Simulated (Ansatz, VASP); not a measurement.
## GaH2O2: VASP beside Ansatz

Aim: how closely do two programs agree when they are given the same cell, functional and k mesh? The structure shown is the end of the Ansatz relaxation below.

Calculated with Ansatz 0.2.0; plane waves, with VASP 6.6.1 beside it; single point at PBE.

## Step 1: Set-up

The cell holds 5 atoms: 1 Ga, 2 O and 2 H. Its edges and angles: a = 3.432 Å, b = 3.432 Å, c = 31.487 Å, α = 90.0°, β = 90.0°, γ = 60.0°. Vacuum lies along c. The height across the vacuum is the one that the program set for its solve, not the one typed.

## Step 2: Ansatz: relaxation, PBE

Ansatz runs on its default PAW (the set named soft_2) files.

This run makes the geometry at which the two programs are then compared.

input.yaml

```yaml
crystal:
  lattice:
    - [3.21917394, 0.0, 0.0]
    - [1.61818119, 2.78290685, 0.0]
    - [0.0, 0.0, 19.952505]
  atoms:
    - { symbol: Ga, position: [0.31805326, 0.33294726, 0.5] }
    - { symbol: O, position: [0.0, 0.0, 0.55060491] }
    - { symbol: O, position: [0.65100051, 0.65100051, 0.44939509] }
    - { symbol: H, position: [0.08579636, 0.91255936, 0.59631339] }
    - { symbol: H, position: [0.73844115, 0.56520415, 0.40368661] }
  periodic: [true, true, false]
kpoints:
  mp_grid: { grid: [10, 10, 1] }
scf:
  occupations: { method: fermi_dirac, width: 0.05 }
hamiltonian:
  xc: pbe
  pseudopotentials: { kind: paw }
output:
  forces: true
  stress: true
relax:
  f_tol: 0.02
  max_steps: 50
  cell: {}
```

The run is started by

```
ansatz run input.yaml --threads 4 --pin off --max-ram 8192MiB --backend cpu --events-out ev --progress --plain --runs-dir out
```

Numbers of over 12 decimals in the logs are rounded to 6 here.

The program printed:

```text
Warning: crystal.periodic: the lattice vector that does not repeat stood 0.000° off the slab's normal, 19.953 Å along it as the deck builds it. The run solves the slab on a vector along the normal, 31.487 Å long, with every atom where it was (on the deck's vector they left 16.11 Å outside them, and the widest stretch free of ions among them is 1.01 Å). A fractional position that the run reports is one of the run's ce [...]
crystal.periodic: the lattice vector that does not repeat stood 0.000° off the slab's normal, 19.953 Å along it as the deck builds it. The run solves the slab on a vector along the normal, 31.487 Å long, with every atom where it was (on the deck's vector they left 16.11 Å outside them, and the widest stretch free of ions among them is 1.01 Å). A fractional position that the run reports is one of the run's cell, which [...]
Engine: ansatz 0.2.0, x86_64-unknown-linux-gnu
Pseudopotentials: kind: paw
Pseudopotential: Ga, paw, valence charge 13, recommended cutoff 420 eV (normal), Ga.paw.azcp
Pseudopotential: O, paw, valence charge 6, recommended cutoff 420 eV (normal), O.paw.azcp
Pseudopotential: H, paw, valence charge 1, recommended cutoff 420 eV (normal), H.paw.azcp
Functional definition: PBE
  parameter kappa = 0.804
  parameter beta = 0.066725
  exchange = pbe_x(kappa = kappa, mu = beta*pi^2/3)
  correlation = pbe_c(beta = beta)
Crystal: 5 atoms, lattice volume = 282.079 Å³
Basis set: ecut = 420 eV, 5621 PW (Γ), exchange–correlation on 48×48×432 points (8 copies of the dense FFT grid, shifted against one another)
Bands: 19, of which v1, the nominal top of the filled ones, is band 14 counted from 1 (13 counted from 0)
Symmetry: 2 space group operations
Space group: C2 (ITA 5), of the structure as read, at distance tolerance 6.6e-5 Å
k-points: 31 of 100 (time reversal used)
Non-local potential: Ga, projectors of the file, l = 0: 2, l = 1: 2, l = 2: 3, l = 3: 1
Non-local potential: O, projectors of the file, l = 0: 2, l = 1: 2, l = 2: 1
Non-local potential: H, projectors of the file, l = 0: 2, l = 1: 1
PAW form: soft (Blöchl's): semilocal exchange-correlation on the pseudo side does not see the compensation charge
PAW one-centre angular grid: Ga, 590 points (default); XC on 64 Gauss nodes
PAW one-centre angular grid: O, 110 points (default); XC on 64 Gauss nodes
PAW one-centre angular grid: H, 110 points (default); XC on 64 Gauss nodes
Initial density: superposition of atomic densities (neutral atoms: chi_scale 0, normalization atom), corrected by the library's trained network
Initial wavefunctions: pseudopotential atomic-orbital guess
[...]
SCF iter   4: F=—  HF=-4949.053578 eV  |F-HF|=—  |Δ(HF+E_count)|=   1.09e-4  Δρ=1.05e-4  dr2=2.14e-4  ethr=1.48e-6  ⟨swp⟩=1.1  Hψ=592  notcnv=0
SCF iter   5: F=—  HF=-4949.053560 eV  |F-HF|=—  |Δ(HF+E_count)|=   1.77e-5  Δρ=7.07e-5  dr2=1.02e-4  ethr=7.91e-7  ⟨swp⟩=1.0  Hψ=589  notcnv=0
SCF iter   6: F=—  HF=-4949.053587 eV  |F-HF|=—  |Δ(HF+E_count)|=   2.66e-5  Δρ=9.28e-6  dr2=1.53e-6  ethr=3.77e-7  ⟨swp⟩=1.2  Hψ=599  notcnv=0
SCF iter   7: F=—  HF=-4949.053592 eV  |F-HF|=—  |Δ(HF+E_count)|=   5.74e-6  Δρ=1.85e-5  dr2=7.27e-6  ethr=5.68e-9  ⟨swp⟩=2.0  Hψ=765  notcnv=0
SCF iter   8: F=—  HF=-4949.053594 eV  |F-HF|=—  |Δ(HF+E_count)|=   1.28e-6  Δρ=1.45e-6  dr2=3.19e-8  ethr=5.68e-9  ⟨swp⟩=1.9  Hψ=737  notcnv=0
SCF iter   9: F=—  HF=-4949.053594 eV  |F-HF|=—  |Δ(HF+E_count)|=   5.22e-9  Δρ=1.27e-6  dr2=1.80e-8  ethr=1.18e-10  ⟨swp⟩=2.4  Hψ=952  notcnv=0
SCF iter  10: F=—  HF=-4949.053594 eV  |F-HF|=—  |Δ(HF+E_count)|=   1.24e-8  Δρ=1.65e-7  dr2=1.55e-10  ethr=6.67e-11  ⟨swp⟩=1.3  Hψ=615  notcnv=0
SCF iter  11: F=—  HF=-4949.053594 eV  |F-HF|=—  |Δ(HF+E_count)|=  5.99e-10  Δρ=8.61e-8  dr2=4.13e-11  ethr=1.00e-12  ⟨swp⟩=8.3  Hψ=3225  notcnv=0
SCF iter  12: F=-4949.053594 eV  HF=-4949.053594 eV  |F-HF|=8.09e-11  |Δ(HF+E_count)|=  1.41e-10  Δρ=5.79e-8  dr2=1.32e-11  ethr=1.00e-12  ⟨swp⟩=6.0  Hψ=2608  notcnv=0
SCF 10 converged in 12 iterations: F = -4949.053594 eV  dr2 = 1.32e-11
relax step  10: F+E_penalty+E_count = -4949.05359376 eV  Δ(F+E_penalty+E_count) = -6.247e-3 eV  max|allowed force component| = 6.100e-3 eV/Å  Δτ_max = 0.0000 Å  P = +0.052 N/m  Ω = 320.557 Å³  fix = [c, alpha, beta]  reactions: c +0.000 N/m; alpha +0.000, beta +0.000 N/m/rad  stress off target by 5.73e-2 N/m on what of the cell is left free  SCF on the basis re-selected at this cell (its energy is not comparable with the rows above)  (12 SCF iters)
[...]
relax step  11: F+E_penalty+E_count = -4949.05318721 eV  Δ(F+E_penalty+E_count) = +4.066e-4 eV  max|allowed force component| = 1.829e-3 eV/Å  Δτ_max = 0.0013 Å  P = +0.003 N/m  Ω = 321.256 Å³  energy of the carried Pulay correction = -4.452e-4 eV  fix = [c, alpha, beta]  reactions: c +0.000 N/m; alpha +0.000, beta +0.000 N/m/rad  (8 SCF iters, dr2 threshold 4.29e-9 eV, accepted)
[...]
relax step  12: F+E_penalty+E_count = -4949.05356202 eV  Δ(F+E_penalty+E_count) = -3.748e-4 eV  max|allowed force component| = 1.690e-3 eV/Å  Δτ_max = 0.0000 Å  P = +0.005 N/m  Ω = 321.256 Å³  fix = [c, alpha, beta]  reactions: c +0.000 N/m; alpha +0.000, beta +0.000 N/m/rad  stress off target by 7.15e-3 N/m on what of the cell is left free  SCF on the basis re-selected at this cell (its energy is not comparable with the rows above)  (10 SCF iters)
basis re-selected at this cell: Δ(F+E_penalty+E_count) = -3.748e-4 eV, ΔP = +0.001 N/m vs the last step (what re-selecting the basis moved, of the pressure what is left beyond the Pulay correction that the steps carried, after the strain that the cell walked since its last selection, with what the two solves' SCF thresholds leave and, on support functions, any second-order correction that the steps lacked; it is no m [...]
SCF converged after 10 iterations
Free energy (F): -4949.053562 eV
Harris-Foulkes:  -4949.053562 eV  (|F-HF|=1.63e-9)
Internal energy: -4949.033515 eV  (E = F + TS)
E sigma→0 (E₀):  -4949.043539 eV
Entropy (-TS):   -0.020047 eV (-4.009 meV/atom)
Fermi energy:    -1.785080 eV
--- Per-component energies (eV) ---
  E_band       = -384.801944
  E_kinetic    = 490.523767
  E_local      = -46527.222584  (includes V_loc(G=0)·N_el)
  E_nonlocal   = 527.297825
  E_hartree    = 22940.048510
  E_xc         = -231.809874
  E_vxc        = -265.634010  (∫ρ·V_xc dr)
  E_paw        = -2309.272916  (= ΣΔE_a)
  E_vpaw       = -489.867127  (= ΣTr[D̂ρ^β])
  E_aug_tail   = 0.002391  (compensation charges beyond the density's cutoff)
  E_ewald      = 20161.399366
  E_smearing   = -0.020047  (= −TS)
  E_closure    = 0.000000  (closes the sum)
  Σ components = -4949.053562   (vs F -4949.053562, Δ=0.00e0)
--- Forces (eV/Å), atoms counted from 1 ---
  atom   1  Ga    -0.00038646     0.00067176     0.00000000
  atom   2  O      0.00070338    -0.00032970    -0.00163294
  atom   3  O     -0.00006855    -0.00077379     0.00163294
  atom   4  H     -0.00017285     0.00018790     0.00168976
  atom   5  H     -0.00007555     0.00024388    -0.00168976
  max |Σ_I F_I| component: 6.46e-8 eV/Å
--- 2D stress c σ (N/m, compression-positive) ---
        0.003406      -0.002152      -0.000000
       -0.002152       0.005909      -0.000000
       -0.000000      -0.000000       0.000000
  P = ½ c Tr σ = 0.0047 N/m
--- Relaxed structure (9 steps of the walk, 9 accepted, 3 SCFs on fresh bases) ---
  F+E_penalty+E_count = -4949.05356202 eV   max|allowed force component| = 1.690e-3 eV/Å   (the final SCF, on the basis selected at the relaxed cell)
  cell:  # Å, volume = 321.2558 Å³
    - [3.432297, -0.00544157, 0]
    - [1.720607, 2.969882, 0]
    - [0, 0, 31.486774]
  atoms:
    - { symbol: Ga, position: [0.359195, 0.291805, 0.316839] }
    - { symbol: O, position: [0.025074, -0.041163, 0.349164] }
    - { symbol: O, position: [0.692163, 0.625926, 0.284515] }
    - { symbol: H, position: [0.024923, 0.959066, 0.380360] }
    - { symbol: H, position: [0.691935, 0.626077, 0.253319] }
```

In the SCF lines HF is the Harris–Foulkes energy and dr2 the Hartree energy of the density residual, in eV; the loop may stop once dr2 is under the threshold and the program's other checks hold. Hψ counts applications of the Hamiltonian.

## Step 3: VASP: single point, PBE

The same cell, functional, mesh and smearing now go to VASP, with its own data sets.

Lines of VASP's logs that name or quote its potential files are left out, and so is its time.

INCAR

```
SYSTEM = GaH2O2
PREC = Accurate
ENCUT = 520
EDIFF = 1E-06
NELM = 120
ISMEAR = -1
SIGMA = 0.05
LREAL = .FALSE.
ALGO = Normal
GGA = PE
NBANDS = 19
LORBIT = 11
LWAVE = .FALSE.
LCHARG = .FALSE.
ISIF = 2
LDIPOL = .TRUE.
IDIPOL = 3
DIPOL = 0.5 0.5 0.317
LVHAR = .TRUE.
LASPH = .TRUE.
GGA_COMPAT = .FALSE.
NELMDL = -8
KPAR = 2
```

POSCAR

```
GaH2O2
1.0
    3.4322966619     -0.0054415716      0.0000000000
    1.7206074022      2.9698821784      0.0000000000
    0.0000000000      0.0000000000     31.4867735822
Ga O H
1 2 2
Direct
    0.3591953788      0.2918051332      0.3168394651
    0.0250742193      0.9588371889      0.3491644263
    0.6921633231      0.6259262927      0.2845145039
    0.0249234542      0.9590656074      0.3803596858
    0.6919349046      0.6260770578      0.2533192445
```

KPOINTS

```
Automatic mesh
0
Gamma
10 10 1
0 0 0
```

Potentials, in the order of the species: Ga_d, O and H (PBE family, release 64).

The run is started by

```
mpirun -np 2 vasp_std
```

The program printed:

```text
[banner, memory and clock lines left out]
running    2 mpi-ranks, on    1 nodes
 distrk:  each k-point on    1 cores,    2 groups
 distr:  one band on    1 cores,    1 groups

 POSCAR found type information on POSCAR GaO H
 POSCAR found :  3 types and       5 ions
 LDA part: xc-table for (Slater+PW92), standard interpolation
 POSCAR, INCAR and KPOINTS ok, starting setup
 FFT: planning ... GRIDC
 FFT: planning ... GRID_SOFT
 FFT: planning ... GRID
 WAVECAR not read
 entering main loop
       N       E                     dE             d eps       ncg     rms          rms(c)
DAV:   1     0.223164166806E+03    0.22316E+03   -0.10754E+04  1354   0.109E+03
DAV:   2     0.163489323604E+02   -0.20682E+03   -0.20033E+03  1617   0.257E+02
DAV:   3    -0.259088227298E+02   -0.42258E+02   -0.41861E+02  1447   0.122E+02
DAV:   4    -0.275941907646E+02   -0.16854E+01   -0.16764E+01  1665   0.298E+01
DAV:   5    -0.276188748722E+02   -0.24684E-01   -0.24605E-01  1523   0.311E+00
DAV:   6    -0.276199563703E+02   -0.10815E-02   -0.10813E-02  1760   0.573E-01
DAV:   7    -0.276199633353E+02   -0.69651E-05   -0.69635E-05  1581   0.437E-02
DAV:   8    -0.276199635638E+02   -0.22842E-06   -0.22863E-06  1415   0.718E-03    0.108E+01
DAV:   9    -0.241901443703E+02    0.34298E+01   -0.17306E+01  1791   0.379E+01    0.372E+00
DAV:  10    -0.241303199741E+02    0.59824E-01   -0.86078E-01  1467   0.668E+00    0.247E+00
DAV:  11    -0.240130447816E+02    0.11728E+00   -0.36997E-01  1744   0.514E+00    0.797E-01
DAV:  12    -0.239935802106E+02    0.19465E-01   -0.12650E-01  1903   0.315E+00    0.279E-01
DAV:  13    -0.239936068000E+02   -0.26589E-04   -0.13422E-02  1363   0.831E-01    0.108E-01
DAV:  14    -0.239925618746E+02    0.10449E-02   -0.19628E-03  1643   0.263E-01    0.117E-01
[...]
DAV:  18    -0.239944207864E+02   -0.19100E-03   -0.95779E-05  1388   0.473E-02    0.544E-03
DAV:  19    -0.239945097828E+02   -0.88996E-04   -0.22009E-05  1602   0.188E-02    0.797E-03
DAV:  20    -0.239945674768E+02   -0.57694E-04   -0.11135E-05  1107   0.192E-02    0.392E-03
DAV:  21    -0.239945858846E+02   -0.18408E-04   -0.63806E-06  1461   0.121E-02    0.218E-03
DAV:  22    -0.239945967684E+02   -0.10884E-04   -0.22199E-06  1084   0.721E-03    0.394E-04
DAV:  23    -0.239945993170E+02   -0.25486E-05   -0.43311E-07  1173   0.318E-03    0.456E-04
DAV:  24    -0.239946004610E+02   -0.11440E-05   -0.19181E-07  1057   0.174E-03    0.109E-04
DAV:  25    -0.239946010558E+02   -0.59478E-06   -0.93662E-08  1114   0.999E-04
   1 F= -.23994601E+02 E0= -.23984509E+02  d E =-.201846E-01
```

From OUTCAR (step 3):

```text
ion  position               nearest neighbor table
   1  0.359  0.292  0.317-   2 2.23   3 2.23   3 2.23   2 2.23   2 2.23   3 2.23
   2  0.025  0.959  0.349-   4 0.98   1 2.23   1 2.23   1 2.23
   3  0.692  0.626  0.285-   5 0.98   1 2.23   1 2.23   1 2.23
   4  0.025  0.959  0.380-   2 0.98
   5  0.692  0.626  0.253-   3 0.98

  LATTYP: Found a base centered orthorhombic cell.
 ALAT       =     3.4325546666
 B/A-ratio  =     1.7318801237
 C/A-ratio  =     9.1729853245

 Subroutine GETGRP returns: Found  2 space group operations
 (whereof  1 operations were pure point group operations)

The static configuration has the point symmetry C_1 .
 The point group associated with its full space group is C_2 .

 Found     31 irreducible k-points:

   k-points           NKPTS =     31   k-points in BZ     NKDIM =     31   number of bands    NBANDS=     19

   dimension x,y,z NGX =    28 NGY =   28 NGZ =  240
   dimension x,y,z NGXF=    56 NGYF=   56 NGZF=  480

   ENCUT  =  520.0 eV  38.22 Ry    6.18 a.u.   6.38  6.38 58.54*2*pi/ulx,y,z

   NELECT =      27.0000    total number of electrons

 k-points in reciprocal lattice and weights: Automatic mesh
   0.00000000  0.00000000  0.00000000       0.010
   0.10000000 -0.00000000  0.00000000       0.040
   0.20000000 -0.00000000  0.00000000       0.040
   0.30000000  0.00000000  0.00000000       0.040
   0.40000000 -0.00000000  0.00000000       0.040
   0.50000000 -0.00000000  0.00000000       0.020
   0.10000000  0.10000000  0.00000000       0.020
   0.20000000  0.10000000  0.00000000       0.040
   0.30000000  0.10000000  0.00000000       0.040
[...]
-0.40000000  0.40000000  0.00000000       0.020
   0.50000000  0.50000000  0.00000000       0.010

 dipolmoment           0.000000      0.000000      0.000001 electrons x Angstroem

 average (electrostatic) potential at core
       1 -72.6400       2 -78.8348       3 -78.8348       4 -42.8649       5 -42.8648

 E-fermi :  -0.8192

 k-point     1 :       0.0000    0.0000    0.0000
  band No.  band energies     occupation
    ...
     11      -5.8927      2.00000
     12      -5.8903      2.00000
     13      -5.8861      2.00000
     14      -3.5349      2.00000
     15      -0.9795      1.92217
     16      -0.1124      0.00000
     17       0.5937      0.00000
     18       0.9080      0.00000
     19       1.3542      0.00000

 k-point     2 :       0.1000   -0.0000    0.0000
  band No.  band energies     occupation
    ...
     11      -6.1553      2.00000
     12      -5.9853      2.00000
     13      -5.7122      2.00000
     14      -3.0440      2.00000
     15      -0.7785      0.61450
     16       0.0094      0.00000
     17       0.8112      0.00000
     18       1.0688      0.00000
     19       1.3781      0.00000

 k-point     3 :       0.2000   -0.0000    0.0000
  band No.  band energies     occupation
    ...
     10      -7.3155      2.00000
     11      -6.4672      2.00000
     12      -6.4119      2.00000
     13      -5.6226      2.00000
     14      -2.1145      2.00000
     15      -0.2705      0.00003
     16       0.3377      0.00000
     17       1.3858      0.00000
     18       1.5488      0.00000
     19       1.9318      0.00000

  Total       -0.0334732     -0.0315241      0.1874328     -0.0016760      0.0005137      0.0008928
  in kB       -0.1669385     -0.1572178      0.9347710     -0.0083587      0.0025618      0.0044526
  external PRESSURE =       0.2035382 kB  Pullay stress =       0.0000000 kB

  energy-cutoff  :      520.00
  volume of cell :      321.26
      direct lattice vectors                 reciprocal lattice vectors
     3.432296662 -0.005441572  0.000000000     0.291082746 -0.168639393  0.000000000
     1.720607402  2.969882178  0.000000000     0.000533337  0.336404705  0.000000000
     0.000000000  0.000000000 31.486773582     0.000000000  0.000000000  0.031759367

 POSITION                                       TOTAL-FORCE (eV/Angst)
 -----------------------------------------------------------------------------------
      1.73495      0.86467      9.97625        -0.000570      0.000991      0.000000
      1.73584      2.84750     10.99406         0.000984     -0.000427     -0.091475
      3.45268      1.85516      8.95844        -0.000126     -0.001065      0.091475
      1.73572      2.84818     11.97630        -0.000139      0.000254      0.112721
      3.45216      1.85561      7.97621        -0.000150      0.000247     -0.112721
 -----------------------------------------------------------------------------------
    total drift:                                0.000042     -0.000088     -0.000062

  FREE ENERGIE OF THE ION-ELECTRON SYSTEM (eV)
  ---------------------------------------------------
  free  energy   TOTEN  =       -23.9946010558 eV

  energy  without entropy=      -23.9744164458  energy(sigma->0) =      -23.98450875

 vacuum level on the upper side and lower side of the slab         0.987         0.987

 total charge
# of ion       s       p       d       tot
------------------------------------------
    1        0.893   0.404  10.045  11.343
    2        1.589   3.477   0.000   5.065
    3        1.589   3.477   0.000   5.065
    4        0.611   0.115   0.000   0.726
    5        0.611   0.115   0.000   0.726
--------------------------------------------------
tot          5.292   7.588  10.045  22.926

[... 3 further parts left out ...]
```

## Step 4: Side by side

Known differences besides the potentials themselves: Ansatz cuts the interaction across the vacuum, VASP repeats the sheet with a dipole correction; the cutoff is 420 eV in Ansatz and 520 eV in VASP. Total energies have different zeros and are not compared.

Forces (eV/Å; atoms numbered as in POSCAR):

```tsv
atom	Ansatz x, y, z	VASP x, y, z
Ga1	0.000, 0.001, 0.000	-0.001, 0.001, 0.000
O2	0.001, 0.000, -0.002	0.001, 0.000, -0.091
O3	0.000, -0.001, 0.002	0.000, -0.001, 0.091
H4	0.000, 0.000, 0.002	0.000, 0.000, 0.113
H5	0.000, 0.000, -0.002	0.000, 0.000, -0.113
```

The forces differ by 52 meV/Å r.m.s., where the r.m.s. force is 0.001 eV/Å in Ansatz and 0.053 eV/Å in VASP: the atoms lie near their places of rest in Ansatz, so a percentage would say little (all taken over all components). With vacuum in the cell, a pressure given here is an average over mostly empty space and none of the material.

## Step 5: Results

```
r.m.s. force difference (single point, PBE) : 52 meV/Å
```

What this shows: The r.m.s. force difference is 52 meV/Å (single point, PBE), beyond the 12 meV/Å picked in this series as the mark of a large difference. What causes the difference of the single point, PBE pair stays open here. How closely two codes agree says nothing of how well the functional describes the real material.

[Lines on the potential files, build, host, timing and source positions are cut from VASP's logs without a mark.]

[Logs are printed without paths, hosts, clocks, repeated set-up lines and the standing remarks that a program may print on its own settings, such as how far it seeks lower states.]

[Hosts, paths, dates, database ids (printed as entryN), source tags and the programs' standing remarks are cut or masked in the printed files.]
